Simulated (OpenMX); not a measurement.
The system is V.

```
V
1.0
    -1.51435    1.51435    1.51435
     1.51435   -1.51435    1.51435
     1.51435    1.51435   -1.51435
V
1
Direct
  0.00000 0.00000 0.00000
```

Base run:

| Item | Value |
| --- | --- |
| Program | OpenMX 3.8.5 |
| Functional | PBE |
| Potentials or basis | OpenMX 2013 PBE set, V6.0-s3p2d2, grid cutoff 400 Ry |
| k mesh | 9 × 9 × 9 |
| Occupations | fermi-dirac, width 0.05 eV |
| Spin | collinear spin, zero start |
| Starting moments | [0.0] μB |

Its results: band gap on the k mesh none (metal or under the smearing width); pressure -5.0 GPa; net moment 0.00 μB per cell.

Problem. The run is repeated on the same cell with these changes: spin from collinear spin, zero start to collinear spin, ferromagnetic start; moments at the start from [0.0] to [3.5]. What comes out?

Solution. Band gap on the k mesh none (metal or under the smearing width); pressure -4.9 GPa; net moment 0.16 μB per cell; site moments V +0.16 μB.

Caveats: the basis of atomic orbitals isn't converged, which shifts pressures, moduli and gaps.
